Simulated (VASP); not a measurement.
# RbBr (Pm-3m) in VASP: a series of runs

Runs on RbBr. Level: r2SCAN. Tasks: single point.

Everything below comes from runs of VASP 6.6.1. Logs are shortened: lines on timing, memory, paths and dates and some standing lists are left out, and cuts for length are marked.

## 1. Starting point

It takes space group Pm-3m (No. 221, cubic). Conventional cell: a = 4.126 Å, b = 4.126 Å, c = 4.126 Å, α = 90.00°, β = 90.00°, γ = 90.00°. Rb (site symmetry m-3m) has 8 Br at 3.57 Å as nearest neighbours. Br (site symmetry m-3m) has 8 Rb at 3.57 Å as nearest neighbours.

The cell comes from a database or a generator and needn't be the stable form of this composition.

## 2. Single point, r2SCAN

INCAR reads:

```
PREC     = Accurate       # precision mode
ENCUT    = 400            # plane-wave cutoff, eV
EDIFF    = 1E-6           # SCF threshold, eV
ISMEAR   = 0              # smearing method
SIGMA    = 0.2            # smearing width, eV
LREAL    = F              # projectors in reciprocal space
LASPH    = T              # aspherical terms in the spheres
NELM     = 100            # most SCF steps
ALGO     = Normal         # electronic algorithm
ISIF     = 2              # what is computed and relaxed
LWAVE    = F              # write WAVECAR
LCHARG   = F              # write CHGCAR
METAGGA  = R2SCAN         # meta-GGA
LMIXTAU  = T            
ADDGRID  = F
```

KPOINTS reads:

```
Automatic mesh
0
Gamma
  6 6 6
```

POSCAR reads:

```
RbBr
1.0
    4.1260773000      0.0000000000      0.0000000000
    0.0000000000      4.1260773000      0.0000000000
    0.0000000000      0.0000000000      4.1260773000
Rb Br
1 1
Direct
    0.0000000000      0.0000000000      0.0000000000
    0.5000000000      0.5000000000      0.5000000000
```

Potentials or basis: VASP PAW PBE potentials, release 64 (Rb_sv, Br).

Command:

```bash
$ cat potpaw_PBE.64/Rb_sv/POTCAR potpaw_PBE.64/Br/POTCAR > POTCAR
$ mpirun -np 1 vasp_std > vasp.out
```

OUTCAR:

```text
PREC = Accurate
   ENCUT = 400
   EDIFF = 1E-6
   ISMEAR = 0
   LREAL = F
   LASPH = T
   NELM = 100
   ISIF = 2
   METAGGA = R2SCAN

 Found     20 irreducible k-points:

 Following reciprocal coordinates:
            Coordinates               Weight
  0.000000  0.000000  0.000000      1.000000
  0.166667  0.000000  0.000000      6.000000
  0.333333  0.000000  0.000000      6.000000
  0.500000  0.000000  0.000000      3.000000
  0.166667  0.166667  0.000000     12.000000
  0.333333  0.166667  0.000000     24.000000
   k-points           NKPTS =     20   k-points in BZ     NKDIM =     20   number of bands    NBANDS=     12
   number of dos      NEDOS =    301   number of ions     NIONS =      2
   total plane-waves  NPLWV =  21952
   dimension x,y,z NGX =    28 NGY =   28 NGZ =   28
   dimension x,y,z NGXF=    56 NGYF=   56 NGZF=   56
   ions per type =               1   1
   NGX,Y,Z   is equivalent  to a cutoff of  11.28, 11.28, 11.28 a.u.
   NGXF,Y,Z  is equivalent  to a cutoff of  22.56, 22.56, 22.56 a.u.
 SYSTEM =  unknown system
   PREC   = accura    normal or accurate (medium, high low for compatibility)
   ISTART =      0    job   : 0-new  1-cont  2-samecut
   ICHARG =      2    charge: 1-file 2-atom 10-const
   ISPIN  =      1    spin polarized calculation?
   LNONCOLLINEAR =      F non collinear calculations
   LSORBIT =      F    spin-orbit coupling
   LASPH  =      T    aspherical Exc in radial PAW
   ENCUT  =  400.0 eV  29.40 Ry    5.42 a.u.   6.73  6.73  6.73*2*pi/ulx,y,z
   NELM   =    100;   NELMIN=  2; NELMDL= -5     # of ELM steps
   EDIFF  = 0.1E-05   stopping-criterion for ELM
   LREAL  =      F    real-space projection
   EDIFFG = 0.1E-04   stopping-criterion for IOM
   NSW    =      0    number of steps for IOM
   IBRION =     -1    ionic relax: 0-MD 1-quasi-New 2-CG
   NFREE  =      0    steps in history (QN), initial steepest desc. (CG)
   ISIF   =      2    stress and relaxation
   ISYM   =      2    0-nonsym 1-usesym 2-fastsym
   POTIM  = 0.5000    time-step for ionic-motion
   TEBEG  =    0.0;   TEEND  =   0.0 temperature during run
   PSTRESS=    0.0 pullay stress
   NELECT =      16.0000    total number of electrons
   NUPDOWN=      -1.0000    fix difference up-down
   EMIN   =  10.00;   EMAX   =-10.00  energy-range for DOS
   EFERMI =   0.00;   METHOD = LEGACY
   ISMEAR =     0;   SIGMA  =   0.20  broadening in eV -4-tet -1-fermi 0-gaus
   EFERMI_NEDOS =   21; number of points for ismear=-14 and -15
   IALGO  =     38    algorithm
   IMIX   =      4    mixing-type and parameters
     AMIX     =   0.40;   BMIX     =  1.00
     AMIX_MAG =   1.60;   BMIX_MAG =  1.00
  volume/ion in A,a.u.               =      35.12       237.02
  Fermi-wavevector in a.u.,A,eV,Ry     =   0.999795  1.889338 13.600238  0.999589
  Thomas-Fermi vector in A             =   2.132108
   LORBIT       =      0    0 simple, 1 ext, 2 COOP (PROOUT), +10 PAW based schemes
   METAGGA = R2SCAN    functional components
   LHFCALC =     F    Hartree Fock is set to
   AEXX    =    0.0000 exact exchange contribution
   IVDW    =     0    specifies the selected vdW correction
   LEPSILON=     F    determine dielectric tensor
   LRPA    =     F    only Hartree local field effects (RPA)
 non-spin polarized calculation
 Gauss-broadening in eV      SIGMA  =   0.20
  energy-cutoff  :      400.00
  volume of cell :       70.24
 maximum number of plane-waves:      1328
 NGX is ok and might be reduce to    28
   NGX = 13   NGY = 13   NGZ = 13

 number of electron      16.0000007 magnetization

 Free energy of the ion-electron system (eV)
  ---------------------------------------------------
  ext. energy  EPLUGINS =         0.00000000
  ---------------------------------------------------
  free energy    TOTEN  =       -31.11040601 eV

  energy without entropy =      -31.11040601  energy(sigma->0) =      -31.11040601

 E-fermi :  -0.1036     XC(G=0):  -8.3260

 val. band max:       -1.0505755583   @ k =   0.5000   0.5000   0.0000
 cond. band min:       3.7807663085   @ k =   0.0000   0.0000   0.0000
 fundamental gap:      4.8313418668
 Fermi energy:        -0.1036275626

 k-point     1 :       0.0000    0.0000    0.0000
  band No.  band energies     occupation
      1     -26.9381      2.00000
      2     -14.1078      2.00000
      3     -10.3753      2.00000
      4     -10.3753      2.00000
      5     -10.3753      2.00000
      6      -1.2047      2.00000
      7      -1.2047      2.00000
      8      -1.2047      2.00000
      9       3.7808      0.00000
     10       5.0654      0.00000
     11       5.0654      0.00000
     12       9.6724      0.00000

 k-point     2 :       0.1667    0.0000    0.0000
  band No.  band energies     occupation
      1     -26.9329      2.00000
      2     -14.1051      2.00000
      3     -10.4102      2.00000
      4     -10.3636      2.00000
      5     -10.3636      2.00000
      6      -1.6849      2.00000
      7      -1.2212      2.00000
      8      -1.2212      2.00000
      9       4.4237      0.00000
     10       5.2803      0.00000
     11       5.6810      0.00000
     12       9.5365      0.00000

 k-point     3 :       0.3333    0.0000    0.0000
  band No.  band energies     occupation
      1     -26.9225      2.00000
      2     -14.1019      2.00000
      3     -10.4714      2.00000
      4     -10.3399      2.00000
      5     -10.3399      2.00000
      6      -2.4375      2.00000
      7      -1.2560      2.00000
      8      -1.2560      2.00000
      9       5.7511      0.00000
     10       5.8763      0.00000
     11       6.9379      0.00000
     12       9.2637      0.00000

 k-point     4 :       0.5000    0.0000    0.0000
  band No.  band energies     occupation
      1     -26.9172      2.00000
      2     -14.1013      2.00000
      3     -10.4977      2.00000
      4     -10.3279      2.00000
      5     -10.3279      2.00000
      6      -2.7537      2.00000
      7      -1.2742      2.00000
      8      -1.2742      2.00000
      9       6.4045      0.00000
     10       6.7583      0.00000
     11       7.3159      0.00000
     12       8.3082      0.00000

 k-point     5 :       0.1667    0.1667    0.0000
  band No.  band energies     occupation
      1     -26.9278      2.00000
      2     -14.0920      2.00000
      3     -10.4535      2.00000
      4     -10.3703      2.00000
      5     -10.3527      2.00000
      6      -1.7766      2.00000
      7      -1.4956      2.00000
      8      -1.2204      2.00000
      9       4.9072      0.00000
     10       5.6333      0.00000
     11       6.0703      0.00000
     12       8.9747      0.00000

 k-point     6 :       0.3333    0.1667    0.0000
  band No.  band energies     occupation
      1     -26.9176      2.00000
      2     -14.0673      2.00000
      3     -10.5182      2.00000
      4     -10.3990      2.00000
      5     -10.3309      2.00000
      6      -2.3314      2.00000
      7      -1.5326      2.00000
      8      -1.2202      2.00000
      9       5.8313      0.00000
     10       6.0857      0.00000
     11       7.1829      0.00000
     12       8.6785      0.00000

 [... further k-points ...]

------------------------ aborting loop because EDIFF is reached ----------------------------------------

  FORCE on cell =-STRESS in cart. coord.  units (eV):
  Direction    XX          YY          ZZ          XY          YZ          ZX
  --------------------------------------------------------------------------------------
  -------------------------------------------------------------------------------------
  Total        0.0105750      0.0105750      0.0105750     -0.0000000     -0.0000000     -0.0000000
  in kB        0.2412005      0.2412005      0.2412005     -0.0000000     -0.0000000     -0.0000000
  external PRESSURE =       0.2412005 kB  Pullay stress =       0.0000000 kB

 VOLUME and BASIS-vectors are now :
 -----------------------------------------------------------------------------
  energy-cutoff  :      400.00
  volume of cell :       70.24
      direct lattice vectors                 reciprocal lattice vectors
     4.126077300  0.000000000  0.000000000     0.242360947  0.000000000  0.000000000
     0.000000000  4.126077300  0.000000000     0.000000000  0.242360947  0.000000000
     0.000000000  0.000000000  4.126077300     0.000000000  0.000000000  0.242360947

 POSITION                                       TOTAL-FORCE (eV/Angst)
 -----------------------------------------------------------------------------------
      0.00000      0.00000      0.00000         0.000000      0.000000      0.000000
      2.06304      2.06304      2.06304         0.000000      0.000000      0.000000
 -----------------------------------------------------------------------------------
    total drift:                               -0.000000      0.000000      0.000000

  FREE ENERGIE OF THE ION-ELECTRON SYSTEM (eV)
  ---------------------------------------------------
  free  energy   TOTEN  =       -31.1104060138 eV

  energy  without entropy=      -31.1104060138  energy(sigma->0) =      -31.11040601
```

It took 32 s on 1 thread of Intel Xeon 6975P-C (Granite Rapids), shared host; peak memory 0.16 GiB.

These settings aren't checked as converged: the numbers below hold their error.

What came out:

* Free energy: -31.1104 eV
* Pressure: 0.0 GPa
* Band gap on the k mesh: 4.83 eV, indirect (least direct gap 4.99 eV)

Caveat: the PAW data sets were made with another functional, which shifts forces and pressure a little.

## 3. Single point, r2SCAN

INCAR: that of step 2 with these lines changed.

```diff
@@ -4,3 +4,3 @@
 ISMEAR   = 0              # smearing method
-SIGMA    = 0.2            # smearing width, eV
+SIGMA    = 0.01           # smearing width, eV
 LREAL    = F              # projectors in reciprocal space
```

KPOINTS is that of step 2.

POSCAR is that of step 2.

Potentials or basis: VASP PAW PBE potentials, release 64 (Rb_sv, Br).

Command:

```bash
$ cat potpaw_PBE.64/Rb_sv/POTCAR potpaw_PBE.64/Br/POTCAR > POTCAR
$ mpirun -np 1 vasp_std > vasp.out
```

Wall time 31 s (1 thread of Intel Xeon 6975P-C (Granite Rapids), shared host); peak memory 0.16 GiB.

These settings aren't checked as converged: the numbers below hold their error.

Results:

```yaml
Free_energy: -31.1104 eV
Pressure: 0.0 GPa
Band_gap_on_the_k_mesh: 4.83 eV, indirect (least direct gap 4.99 eV)
```

Caveat: the PAW data sets were made with another functional, which shifts forces and pressure a little.

## 4. Single point, r2SCAN

INCAR: that of step 3 with these lines changed.

```diff
@@ -1,2 +1,2 @@
-PREC     = Accurate       # precision mode
+PREC     = Low            # precision mode
 ENCUT    = 400            # plane-wave cutoff, eV
@@ -4,3 +4,3 @@
 ISMEAR   = 0              # smearing method
-SIGMA    = 0.01           # smearing width, eV
+SIGMA    = 0.05           # smearing width, eV
 LREAL    = F              # projectors in reciprocal space
```

KPOINTS is that of step 3.

POSCAR is that of step 3.

Potentials or basis: VASP PAW PBE potentials, release 64 (Rb_sv, Br).

Command:

```bash
$ cat potpaw_PBE.64/Rb_sv/POTCAR potpaw_PBE.64/Br/POTCAR > POTCAR
$ mpirun -np 1 vasp_std > vasp.out
```

OUTCAR:

```text
PREC = Low
   ENCUT = 400
   EDIFF = 1E-6
   ISMEAR = 0
   LREAL = F
   LASPH = T
   NELM = 100
   ISIF = 2
   METAGGA = R2SCAN

 Found     20 irreducible k-points:

 Following reciprocal coordinates:
            Coordinates               Weight
  0.000000  0.000000  0.000000      1.000000
  0.166667  0.000000  0.000000      6.000000
  0.333333  0.000000  0.000000      6.000000
  0.500000  0.000000  0.000000      3.000000
  0.166667  0.166667  0.000000     12.000000
  0.333333  0.166667  0.000000     24.000000
[... 167 lines left out ...]

  FORCE on cell =-STRESS in cart. coord.  units (eV):
  Direction    XX          YY          ZZ          XY          YZ          ZX
  --------------------------------------------------------------------------------------
  -------------------------------------------------------------------------------------
  Total        0.0202658      0.0202658      0.0202658     -0.0000000     -0.0000000      0.0000000
  in kB        0.4622344      0.4622344      0.4622344     -0.0000000     -0.0000000      0.0000000
  external PRESSURE =       0.4622344 kB  Pullay stress =       0.0000000 kB

 VOLUME and BASIS-vectors are now :
 -----------------------------------------------------------------------------
  energy-cutoff  :      400.00
  volume of cell :       70.24
      direct lattice vectors                 reciprocal lattice vectors
     4.126077300  0.000000000  0.000000000     0.242360947  0.000000000  0.000000000
     0.000000000  4.126077300  0.000000000     0.000000000  0.242360947  0.000000000
     0.000000000  0.000000000  4.126077300     0.000000000  0.000000000  0.242360947

 POSITION                                       TOTAL-FORCE (eV/Angst)
 -----------------------------------------------------------------------------------
      0.00000      0.00000      0.00000         0.000000      0.000000      0.000000
      2.06304      2.06304      2.06304         0.000000      0.000000      0.000000
 -----------------------------------------------------------------------------------
    total drift:                                0.000000      0.000000     -0.000000

  FREE ENERGIE OF THE ION-ELECTRON SYSTEM (eV)
  ---------------------------------------------------
  free  energy   TOTEN  =       -31.1078018338 eV

  energy  without entropy=      -31.1078018338  energy(sigma->0) =      -31.10780183
```

OSZICAR:

```text
N       E                     dE             d eps       ncg     rms          rms(c)
DAV:   1     0.518508096791E+02    0.51851E+02   -0.62944E+03   480   0.972E+02
DAV:   2    -0.306638889206E+02   -0.82515E+02   -0.77081E+02   680   0.187E+02
DAV:   3    -0.354896049583E+02   -0.48257E+01   -0.48042E+01   604   0.489E+01
[... 15 lines left out ...]
DAV:  19    -0.311078020630E+02    0.66807E-05   -0.97513E-06   584   0.217E-02    0.151E-02
DAV:  20    -0.311077987236E+02    0.33394E-05   -0.53387E-06   568   0.176E-02    0.106E-02
DAV:  21    -0.311077998214E+02   -0.10978E-05   -0.12990E-06   372   0.138E-02    0.538E-03
DAV:  22    -0.311078013016E+02   -0.14802E-05   -0.94632E-07   368   0.115E-02    0.978E-04
DAV:  23    -0.311078018338E+02   -0.53213E-06   -0.42452E-07   376   0.713E-03
   1 F= -.31107802E+02 E0= -.31107802E+02  d E =-.167678E-11
```

stdout:

```text
POSCAR found type information on POSCAR RbBr
 POSCAR found :  2 types and       2 ions
 scaLAPACK will be used
 -----------------------------------------------------------------------------
|                                                                             |
|                                                                             |
|     You enforced a specific xc type in the INCAR file but a different       |
|     I HOPE YOU KNOW WHAT YOU ARE DOING!                                     |
|                                                                             |
 -----------------------------------------------------------------------------

 LDA part: xc-table for (None), standard interpolation
 POSCAR, INCAR and KPOINTS ok, starting setup
 FFT: planning ... GRIDC
 FFT: planning ... GRID_SOFT
 FFT: planning ... GRID
 WAVECAR not read
 entering main loop
```

It took 17 s on 1 thread of Intel Xeon 6975P-C (Granite Rapids), shared host; peak memory 0.12 GiB.

These settings aren't checked as converged: the numbers below hold their error.

What came out:

```
Free energy            : -31.1078 eV
Pressure               : 0.0 GPa
Band gap on the k mesh : 4.83 eV, indirect (least direct gap 4.98 eV)
```

Caveat: the PAW data sets were made with another functional, which shifts forces and pressure a little.
